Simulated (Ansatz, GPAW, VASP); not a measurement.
# One calculation of Mg, 4 ways

```
Mg
1.0
     3.20930    0.00000    0.00000
    -1.60465    2.77934    0.00000
     0.00000    0.00000    5.21030
Mg
2
Direct
  0.66667 0.33333 0.75000
  0.33333 0.66667 0.25000
```

Alike in all runs: task single point; functional PBE; k mesh 10 × 10 × 5; occupations gaussian, width 0.023 eV; no spin polarisation; no spin-orbit coupling. Pressure is positive in compression and, in plane waves, holds the error of the finite cutoff, which Ansatz's Pulay term estimates and takes out.

```csv
program and potentials,plane-wave cutoff (eV),notes,pressure (GPa)
"Ansatz, Ansatz PAW",420,10 valence electrons an atom on average,-0.44
"GPAW, GPAW PAW data sets (gpaw-data 1.2.1)",800,10 valence electrons an atom on average,-0.52
"Ansatz, all-electron LAPW, scalar-relativistic",-,-,?
"VASP, PBE PAW files Mg, 520 eV",520,2 valence electrons an atom on average,-0.57
```

Estimate from the other rows what the run with Ansatz, all-electron LAPW, scalar-relativistic gave.

Pressure -0.46 GPa. The other rows, which needn't bracket it: pressure -0.57 to -0.44.
